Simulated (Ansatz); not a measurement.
Runs of Ansatz 0.2.0 on Ca. The structure is hexagonal, space group P6_3/mmc (No. 194). The conventional cell has a = 3.980 Å, b = 3.980 Å, c = 6.520 Å, α = 90.00°, β = 90.00°, γ = 120.00°. Around Ca (site symmetry -6m2) lie 12 Ca at 3.98 to 3.99 Å. This isn't the form of Ca at room conditions, which is fcc.

```csv
task,level,cell,cutoff (eV),pressure (GPa)
relaxation of cell and atoms,PBE,relaxed to 5 GPa,-,5.0
relaxation of cell and atoms,PBE,relaxed to 20 GPa,-,20.0
relaxation of the atoms,PBE,atoms relaxed from: strain = 0.02,-,-1.1
band structure,PBEsol,as given,78,(a)
relaxation of cell and atoms,PBE,relaxed to 10 GPa,-,10.0
band structure,RPBE,as given,77,0.0
band structure,PBE,as given,77,-0.8
band structure,LDA,as given,78,-2.3
band structure,BLYP,as given,78,-0.6
relaxation of cell and atoms,PBE,relaxed to 2 GPa,-,2.0
band structure,revPBE,as given,77,(b)
relaxation of cell and atoms,PBE,relaxed to 30 GPa,-,30.0
```

Alike in all rows: potentials or basis all-electron LAPW, scalar-relativistic; no spin polarisation; k mesh 8 × 8 × 4; smearing fermi-dirac 0.05 eV; basis error allowed 0.001 eV/atom.

Problem. Fill in the values left out.

Solution. (a) -1.4; (b) -0.2.

Caveats: the cell was measured hot, at 723 K (some runs); the relaxation stopped at its first step, so nothing moved (some runs).
